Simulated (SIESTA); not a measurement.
**BP in SIESTA: the effect of functional**

Crystal: BP.

```
CELL_PARAMETERS angstrom
0.00000 2.26900 2.26900
2.26900 0.00000 2.26900
2.26900 2.26900 0.00000
ATOMIC_POSITIONS crystal
P 0.75000 0.75000 0.75000
B 0.00000 0.00000 0.00000
```

Alike in all runs:

- Program: SIESTA 5.4.2
- Task: band structure
- Basis: DZP (energy shift 0.003 Ry)
- Grid cutoff: 500 Ry
- Energy shift: 0.003 Ry
- k mesh: 10 × 10 × 10
- Occupations: fermi-dirac, width 0.05 eV
- Spin: no spin polarisation

```tsv
functional	potentials or basis	gap on the mesh (eV)	pressure (GPa)
AM05	PseudoDojo 0.4 standard (PBEsol files)	1.17	1.2
BLYP	PseudoDojo 0.4 standard (PBE files)	?	?
vdW-DF-cx	PseudoDojo 0.4 standard (PBE files)	1.25	3.3
```

**Question.** What does the run with functional BLYP give?

**Answer.** gap on the mesh 1.54 eV; pressure 10.8 GPa.

Caveats: the potentials were made for another functional, which shifts forces and pressure; the basis of atomic orbitals isn't converged, which shifts pressures, moduli and gaps.

Runs at the PBE level aren't shown here.
